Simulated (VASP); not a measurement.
# A VASP 6.6.1 single-point calculation on CdS

INCAR

```
NSW = 0
NELM = 79
LREAL = .FALSE.
ENCUT = 520
ISMEAR = -1
LMAXMIX = 4
IBRION = -1
LCHARG = .FALSE.
SIGMA = 0.02
LDAUTYPE = 2
LDAUL = 2 -1
GGA = PE
PREC = Accurate
LASPH = .TRUE.
LDAUJ = 0 0
AMIX = 0.05
NBANDS = 16
LDAUU = 8.0 0
EDIFF = 1E-7
LDAU = .TRUE.
ISIF = 2
LWAVE = .FALSE.
```

KPOINTS

```
KPOINTS created by Atomic Simulation Environment
0
Gamma
8 8 8
0 0 0
```

POSCAR

```
Cd S
 1.0000000000000000
     0.0000000000000000    2.9979991399000001    2.8477437577000000
     2.9979991399000001    0.0000000000000000    2.8477437577000000
     2.9979991399000001    2.9979991399000001    0.0000000000000000
 Cd  S
   1   1
Cartesian
  0.0000000000000000  0.0000000000000000  0.0000000000000000
  1.4989995699500001  1.4989995699500001  1.4238718788500000
```

The recommended PBE PAW datasets give the neutral cell 18 valence electrons.

Command

```
mpirun -np 1 vasp_std
```

OSZICAR

```
N       E                     dE             d eps       ncg     rms          rms(c)
DAV:   1     0.108139766670E+03    0.10814E+03   -0.93668E+03  1960   0.102E+03
DAV:   2    -0.148365224170E+01   -0.10962E+03   -0.10559E+03  2472   0.241E+02
DAV:   3    -0.575347877674E+01   -0.42698E+01   -0.42645E+01  2296   0.537E+01
DAV:   4    -0.578049024552E+01   -0.27011E-01   -0.27009E-01  2568   0.434E+00
DAV:   5    -0.578084305686E+01   -0.35281E-03   -0.35281E-03  2248   0.445E-01    0.127E+01
DAV:   6    -0.567020992529E+01    0.11063E+00   -0.20684E-02  2488   0.166E+00    0.123E+01
DAV:   7    -0.537475799620E+01    0.29545E+00   -0.16894E+00  2200   0.147E+01    0.907E+00
DAV:   8    -0.540197763549E+01   -0.27220E-01   -0.24748E-01  2192   0.354E+00    0.986E+00
DAV:   9    -0.550669411317E+01   -0.10472E+00   -0.66667E-02  2216   0.292E+00    0.480E+00
DAV:  10    -0.539714463515E+01    0.10955E+00   -0.26310E-01  2144   0.688E+00    0.145E+00
...
DAV:  24    -0.539542763167E+01   -0.16239E-04   -0.32594E-05  2272   0.513E-02    0.112E-01
DAV:  25    -0.539542613664E+01    0.14950E-05   -0.46810E-06  2176   0.163E-02    0.115E-01
DAV:  26    -0.539542293713E+01    0.31995E-05   -0.74671E-07  2240   0.716E-03    0.103E-01
DAV:  27    -0.539541391514E+01    0.90220E-05   -0.11567E-05  2344   0.331E-02    0.443E-02
DAV:  28    -0.539541280382E+01    0.11113E-05   -0.30798E-06  2528   0.115E-02    0.192E-02
DAV:  29    -0.539541251416E+01    0.28966E-06   -0.19629E-07  2120   0.300E-03    0.133E-02
DAV:  30    -0.539541240994E+01    0.10422E-06   -0.56961E-08  1128   0.152E-03    0.893E-03
DAV:  31    -0.539541225473E+01    0.15522E-06   -0.93442E-08  1704   0.246E-03    0.199E-03
DAV:  32    -0.539541217386E+01    0.80871E-07   -0.66691E-08   976   0.152E-03
   1 F= -.53954122E+01 E0= -.53954122E+01  d E =-.790012E-11
```

Standard output (part)

```
POSCAR found type information on POSCAR CdS
 POSCAR found :  2 types and       2 ions
 LDA part: xc-table for (Slater+PW92), standard interpolation
 POSCAR, INCAR and KPOINTS ok, starting setup
 WAVECAR not read
 entering main loop
```

From OUTCAR

```
k-points           NKPTS =     59   k-points in BZ     NKDIM =     59   number of bands    NBANDS=     16

   NELECT =      18.0000    total number of electrons

   dimension x,y,z NGX =    32 NGY =   32 NGZ =   32
   dimension x,y,z NGXF=    64 NGYF=   64 NGZF=   64

  energy-cutoff  :      520.00
  volume of cell :       51.19
      direct lattice vectors                 reciprocal lattice vectors
     0.000000000  2.997999140  2.847743758    -0.166777900  0.166777900  0.175577595
     2.997999140  0.000000000  2.847743758     0.166777900 -0.166777900  0.175577595
     2.997999140  2.997999140  0.000000000     0.166777900  0.166777900 -0.175577595

 k-points in reciprocal lattice and weights: KPOINTS created by Atomic Simulation Env
   0.00000000  0.00000000  0.00000000       0.002
   0.12500000  0.00000000  0.00000000       0.016
   0.25000000  0.00000000  0.00000000       0.016
   0.37500000  0.00000000  0.00000000       0.016
   0.50000000  0.00000000  0.00000000       0.008
   0.12500000  0.12500000  0.00000000       0.004
   0.25000000  0.12500000  0.00000000       0.016
   0.37500000  0.12500000  0.00000000       0.016
   ...

 E-fermi :   1.1381

 k-point     1 :       0.0000    0.0000    0.0000
  band No.  band energies     occupation
      1     -11.1031      2.00000
      2     -10.3433      2.00000
      3     -10.3433      2.00000
      4     -10.3393      2.00000
      5      -9.9893      2.00000
      6      -9.9812      2.00000
      7       0.6308      2.00000
      8       0.6308      2.00000
      9       0.7553      2.00000
     10       2.2105      0.00000
     11       7.7140      0.00000
     12       7.7140      0.00000
     13       7.7260      0.00000
     14      11.4126      0.00000
     15      12.0055      0.00000
     16      12.3692      0.00000

 k-point     2 :       0.1250    0.0000    0.0000
  band No.  band energies     occupation
      1     -11.1815      2.00000
      2     -10.3309      2.00000
      3     -10.3287      2.00000
      4     -10.1585      2.00000
      5      -9.9884      2.00000
      6      -9.9792      2.00000
      7      -0.2386      2.00000
      8       0.5315      2.00000
      9       0.6350      2.00000
     10       3.0018      0.00000
     11       7.3870      0.00000
     12       7.8701      0.00000
     13       7.9302      0.00000
     14      10.9836      0.00000
     15      11.4392      0.00000
     16      12.8799      0.00000

 k-point     3 :       0.2500    0.0000    0.0000
  band No.  band energies     occupation
      1     -11.3123      2.00000
      2     -10.3034      2.00000
      3     -10.3012      2.00000
      4      -9.9925      2.00000
      5      -9.9834      2.00000
      6      -9.7202      2.00000
      7      -1.5724      2.00000
      8       0.3077      2.00000
      9       0.4515      2.00000
     10       3.8377      0.00000
     11       7.2635      0.00000
     12       7.9976      0.00000
     13       8.2631      0.00000
     14      11.0128      0.00000
     15      11.1294      0.00000
     16      12.1840      0.00000

 ...

  Total       -0.2967937     -0.2967937      0.0086407      0.0000000     -0.0000000      0.0000000
  in kB       -9.2890509     -9.2890509      0.2704363      0.0000000     -0.0000000      0.0000000
  external PRESSURE =      -6.1025552 kB  Pullay stress =       0.0000000 kB

 POSITION                                       TOTAL-FORCE (eV/Angst)
 -----------------------------------------------------------------------------------
      0.00000      0.00000      0.00000        -0.000000     -0.000000     -0.000000
      1.49900      1.49900      1.42387         0.000000      0.000000      0.000000
 -----------------------------------------------------------------------------------
    total drift:                               -0.000001     -0.000001     -0.000000

  FREE ENERGIE OF THE ION-ELECTRON SYSTEM (eV)
  ---------------------------------------------------
  free  energy   TOTEN  =        -5.3954121739 eV

  energy  without entropy=       -5.3954121739  energy(sigma->0) =       -5.39541217
```

It converged. Results: gap between bands v and c on the k mesh 1.46 eV; least direct gap on the k mesh 1.46 eV; pressure -0.6 GPa. Band v is the last that the valence electrons fill when counted band by band, and c is the next.

For comparison, a separate PBE run of the intended cell, on usual settings and not on those above, gives a gap of 0.99 eV on its mesh and a pressure of 1.2 GPa.

The run above took about 61 s on one core of a shared host (Intel Xeon Platinum 8488C) and held 0.2 GiB at most.
